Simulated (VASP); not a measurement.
Set up this calculation in VASP 6.6.1, as the native input.

* Task: relaxation of the atoms
* Functional: PBE
* Dispersion: D3(BJ)
* Potentials or basis: VASP PAW PBE potentials, release 64 (Si, C)
* Cutoff: 600 eV
* k mesh: 10 × 10 × 10
* Occupations: gaussian, width 0.03 eV
* Spin: no spin polarisation
* Further INCAR settings: ALGO = Normal; EDIFF = 1e-07; IBRION = 2; EDIFFG = -0.01; NSW = 40

The structure of SiC (Moissanite 3C) lies in POSCAR:

```
SiC                                     
1.0
    0.0000000000      2.1590589381      2.1590589381
    2.1590589381      0.0000000000      2.1590589381
    2.1590589381      2.1590589381      0.0000000000
  Si              C             
     1     1
Direct
     0.0000000000000000    0.0000000000000000    0.0000000000000000
     0.2500000000000000    0.2500000000000000    0.2500000000000000
```

The cell isn't the ideal one: a relaxed cell with its volume scaled by 0.98.

These files were run (other wordings do the same):

INCAR

```
ALGO = Normal
EDIFF = 1E-7
EDIFFG = -0.01
ENCUT = 600
GGA = PE
IBRION = 2
ISIF = 2
ISMEAR = 0
IVDW = 12
LASPH = T
LCHARG = F
LREAL = F
LWAVE = F
NELM = 80
NSW = 40
PREC = Accurate
SIGMA = 0.03
```

KPOINTS

```
k-points
0
Gamma
  10 10 10
```

Potentials or basis: VASP PAW PBE potentials, release 64 (Si, C).

Command:

```console
$ cat potpaw_PBE.64/Si/POTCAR potpaw_PBE.64/C/POTCAR > POTCAR
$ mpirun -np 1 vasp_std > vasp.out
```

Results of the run:

```
Pressure after relaxing    : 4.7 GPa
Band gap on the k mesh     : 1.33 eV, indirect (least direct gap 4.57 eV)
Dispersion energy per atom : -0.310 eV
```

Caveat: the relaxation stopped at its first step, so nothing moved.

It used 4.1 s of CPU time on 1 thread of Intel(R) Xeon(R) Platinum 8488C (Sapphire Rapids), on a shared host, which was overloaded at the time.
